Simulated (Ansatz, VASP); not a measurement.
**GaN in VASP and in Ansatz**

```
CELL_PARAMETERS angstrom
0.05978 2.02239 2.02239
2.02239 0.05978 2.02239
2.02239 2.02239 0.05978
ATOMIC_POSITIONS crystal
Ga 0.50000 0.50000 0.50000
N 0.00000 0.00000 0.00000
```

Change from the starting cell: equal xy, yz and zx shear strains of +3 %, crystal datasets.

Alike in both runs: task electric field gradients; functional PBEsol; k mesh 13 × 13 × 13; occupations fermi-dirac, width 0.02 eV; no spin polarisation.

```csv
,VASP,Ansatz
version,VASP 6.6.1,Ansatz 0.2.0
potentials or method,"VASP PAW PBE potentials, release 64 (Ga_d, N), cutoff 520 eV","all-electron PAW with datasets made for the crystal, scalar-relativistic"
```

Ansatz gave:

* gap on the k mesh at the Fermi level (eV): 1.63
* pressure (GPa): 59.2
* largest component of the traceless stress (GPa): 8.32
* Vzz of the field gradient on the site that differs most (V/Å²): -9.7

Problem. Which values does VASP return?

Solution. gap on the k mesh at the Fermi level (eV): 1.61; pressure (GPa): 59.8; largest component of the traceless stress (GPa): 8.31; Vzz of the field gradient on the site that differs most (V/Å²): -6.2.

Ansatz ran all-electron here, so the differences hold the error of VASP's frozen core and of both bases.

Caveats: so large a pressure means that the cell lies far from this level's equilibrium, or that cutoff or potentials fall short (VASP); the potentials were made for another functional, which shifts forces and pressure (VASP); an odd mesh through Γ misses points on the zone boundary, where band edges often lie.
